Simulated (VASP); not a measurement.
All values below come from PBE GGA, VASP's PBE PAW potentials (set 64) (plane waves; VASP 6.6.1).

Input for VASP

**INCAR**
```
# general
SYSTEM =NaBr
PREC   =Accurate
ENCUT  =520
LREAL  =.FALSE.
LASPH  =.TRUE.

# electronic loop
EDIFF  =1E-7
NELM   =100
ALGO   =Normal
LMAXMIX=4

# smearing
ISMEAR =0
SIGMA  =0.05

# functional
GGA    =PE

# ions
ISIF   =2

# output
LWAVE  =.FALSE.
LCHARG =.FALSE.
```

**POSCAR**
```
NaBr
1
    0.0000000000     2.9882498650     2.9882498650
    2.9882498650     0.0000000000     2.9882498650
    2.9882498650     2.9882498650     0.0000000000
Na Br
1 1
Direct
  0.0000000000   0.0000000000   0.0000000000
  0.5000000000   0.5000000000   0.5000000000
```

### KPOINTS
```
Automatic mesh
0
G
  8 8 8
0 0 0
```

POTCAR, in this order: Na_pv Br (PBE.64 set). Program: vasp_std.

The resulting files:

### OSZICAR
```
       N       E                     dE             d eps       ncg     rms          rms(c)
DAV:   1     0.907247661934E+02    0.90725E+02   -0.72350E+03   646   0.121E+03
DAV:   2     0.192697170645E+01   -0.88798E+02   -0.83033E+02   734   0.261E+02
DAV:   3    -0.606250671894E+01   -0.79895E+01   -0.79361E+01   776   0.789E+01
DAV:   4    -0.623811877907E+01   -0.17561E+00   -0.17542E+00   707   0.126E+01
DAV:   5    -0.624070726310E+01   -0.25885E-02   -0.25884E-02   753   0.158E+00    0.166E+00
DAV:   6    -0.612463160968E+01    0.11608E+00   -0.18921E-01   731   0.287E+00    0.102E+00
DAV:   7    -0.611339074518E+01    0.11241E-01   -0.87968E-02   737   0.191E+00    0.561E-01
DAV:   8    -0.611721743658E+01   -0.38267E-02   -0.64238E-03   668   0.817E-01    0.111E-01
DAV:   9    -0.611719026213E+01    0.27174E-04   -0.10728E-04   758   0.111E-01    0.577E-02
DAV:  10    -0.611724699340E+01   -0.56731E-04   -0.10847E-04   674   0.103E-01    0.120E-02
DAV:  11    -0.611724684808E+01    0.14533E-06   -0.75326E-06   734   0.311E-02    0.160E-03
DAV:  12    -0.611724722343E+01   -0.37536E-06   -0.48983E-07   689   0.767E-03    0.642E-04
DAV:  13    -0.611724728691E+01   -0.63480E-07   -0.10149E-07   695   0.261E-03
   1 F= -.61172473E+01 E0= -.61172473E+01  d E =-.602115E-11
```

OUTCAR:
```
------------------------ aborting loop because EDIFF is reached ----------------------------------------
  FORCE on cell =-STRESS in cart. coord.  units (eV):
  Direction    XX          YY          ZZ          XY          YZ          ZX
  --------------------------------------------------------------------------------------
  Total        0.2060323      0.2060323      0.2060323     -0.0000000     -0.0000000     -0.0000000
  in kB        6.1853628      6.1853628      6.1853628     -0.0000000     -0.0000000     -0.0000000
  external PRESSURE =       6.1853628 kB  Pullay stress =       0.0000000 kB
  volume of cell :       53.37
      direct lattice vectors                 reciprocal lattice vectors
     0.000000000  2.988249865  2.988249865    -0.167322019  0.167322019  0.167322019
     2.988249865  0.000000000  2.988249865     0.167322019 -0.167322019  0.167322019
     2.988249865  2.988249865  0.000000000     0.167322019  0.167322019 -0.167322019
 POSITION                                       TOTAL-FORCE (eV/Angst)
 -----------------------------------------------------------------------------------
      0.00000      0.00000      0.00000        -0.000000      0.000000      0.000000
      2.98825      2.98825      2.98825         0.000000     -0.000000     -0.000000
 -----------------------------------------------------------------------------------
    total drift:                                0.000000     -0.000000     -0.000000
  FREE ENERGIE OF THE ION-ELECTRON SYSTEM (eV)
  ---------------------------------------------------
  free  energy   TOTEN  =        -6.1172472869 eV

  energy  without entropy=       -6.1172472869  energy(sigma->0) =       -6.11724729
```
(Selected blocks of OUTCAR.)

The compound is NaBr in the rock salt structure. This cell is one point of a volume scan, at 0.97 of the reference volume.
